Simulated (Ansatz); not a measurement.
Crystal: EuS.

```xyz
2
Lattice="0.0000 2.9785 2.9785 2.9785 0.0000 2.9785 2.9785 2.9785 0.0000" Properties=species:S:1:pos:R:3 pbc="T T T"
Eu    0.0000    0.0000    0.0000
S     2.9785    2.9785    2.9785
```

Program: Ansatz 0.2.0. Alike in all runs: task band structure; potentials or basis Ansatz PAW; cell as given; smearing fermi-dirac 0.05 eV.

Question: Order these runs on this cell by their pressure, lowest first.
A. level HSE03; spin collinear, ferromagnetic start; k mesh 4 × 4 × 4; cutoff (eV) 420; points for each segment of the path 4; mesh quality coarse
B. level B3LYP; spin collinear, ferromagnetic start; k mesh 4 × 4 × 4; cutoff (eV) 420; points for each segment of the path 4; mesh quality coarse
C. level r2SCAN; spin non-collinear, ferromagnetic start, SOC; k mesh 6 × 6 × 6; cutoff (eV) 500; points for each segment of the path 14; mesh quality not flagged
D. level PBEsol; spin collinear, ferromagnetic start; k mesh 8 × 8 × 8; cutoff (eV) 420; points for each segment of the path 14; mesh quality not flagged
E. level LDA; spin non-collinear, ferromagnetic start, SOC; k mesh 6 × 6 × 6; cutoff (eV) 420; points for each segment of the path 14; mesh quality not flagged

Answer: E (-7.8 GPa), D (-5.5 GPa), C (-2.5 GPa), A (0.5 GPa), B (2.7 GPa).

Caveats: some runs use coarse meshes; a cell with one magnetic atom can't hold antiferromagnetic order, which such compounds often take; the PAW data sets come from PBE, with cores solved anew for the run's functional, which leaves a small shift of forces and pressure; the magnetic or orbital state may not be the lowest (some runs); the thresholds are loose for stress (some runs).

Runs at the PBE level aren't shown here.
